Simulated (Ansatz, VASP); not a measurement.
This is a calculation of Al2Au for VASP 6.6.1.

Contents of INCAR:

```
PREC     = Accurate       # precision mode
ENCUT    = 520            # plane-wave cutoff, eV
EDIFF    = 1E-7           # SCF threshold, eV
ISMEAR   = -1             # smearing method
SIGMA    = 0.05           # smearing width, eV
LREAL    = False          # projectors in reciprocal space
LASPH    = True           # aspherical terms in the spheres
NELM     = 80             # most SCF steps
ALGO     = Normal         # electronic algorithm
ISIF     = 2              # what is computed and relaxed
LWAVE    = False          # write WAVECAR
LCHARG   = False          # write CHGCAR
GGA      = PS             # functional
NBANDS   = 16             # bands
```

File KPOINTS:

```
regular mesh
0
Gamma
  8 8 8
```

POSCAR

```
Al2Au
1.0
    0.0000000000      2.9594544892      2.9594544892
    2.9594544892      0.0000000000      2.9594544892
    2.9594544892      2.9594544892      0.0000000000
Au Al
1 2
Direct
    0.0000000000      0.0000000000      0.0000000000
    0.7500000000      0.7500000000      0.7500000000
    0.2500000000      0.2500000000      0.2500000000
```

Potentials or basis: VASP PAW PBE potentials, release 64 (Au, Al).

Run with:

```console
$ cat potpaw_PBE.64/Au/POTCAR potpaw_PBE.64/Al/POTCAR > POTCAR
$ mpirun -np 1 vasp_std > vasp.out
```

Translate it to Ansatz 0.2.0. Potentials there: Ansatz PAW.

As run (the cutoff follows the program's own potentials):

The input input.yaml:

```yaml
crystal:
  lattice:
    - [0.0, 2.9594544892, 2.9594544892]
    - [2.9594544892, 0.0, 2.9594544892]
    - [2.9594544892, 2.9594544892, 0.0]
  atoms:
    - { symbol: Au, position: [0.0, 0.0, 0.0] }
    - { symbol: Al, position: [0.75, 0.75, 0.75] }
    - { symbol: Al, position: [0.25, 0.25, 0.25] }
hamiltonian:
  xc: pbesol
  pseudopotentials: { kind: paw }
kpoints:
  mp_grid: { grid: [8, 8, 8] }
scf:
  occupations: { method: fermi_dirac, width: 0.05 }
output:
  forces: true
  stress: true
  eigenvalues: true
```

Potentials or basis: Ansatz PAW.

Run with:

```console
$ ansatz run input.yaml --threads 1 --pin off --max-ram 3584MiB --backend cpu --events-out ev --progress --plain --runs-dir out
```

Both were run:

|  | VASP | Ansatz | Ansatz less VASP |
| --- | --- | --- | --- |
| gap on the k mesh at the Fermi level (eV) | none | none | - |
| pressure (GPa) | 5.0 | 5.2 | +0.19 |

A gap of «none» marks a metal or a gap that the smearing closes. The functional is the same, so the differences come from potentials, cutoffs and numerics. The two sets of potentials don't hold the same shells in valence.

Caveats: the PAW data sets were made with another functional, which shifts forces and pressure a little (VASP); the PAW data sets come from PBE, with cores solved anew for the run's functional, which leaves a small shift of forces and pressure (Ansatz). The runs have no spin-orbit coupling, so splittings on Au are missing.
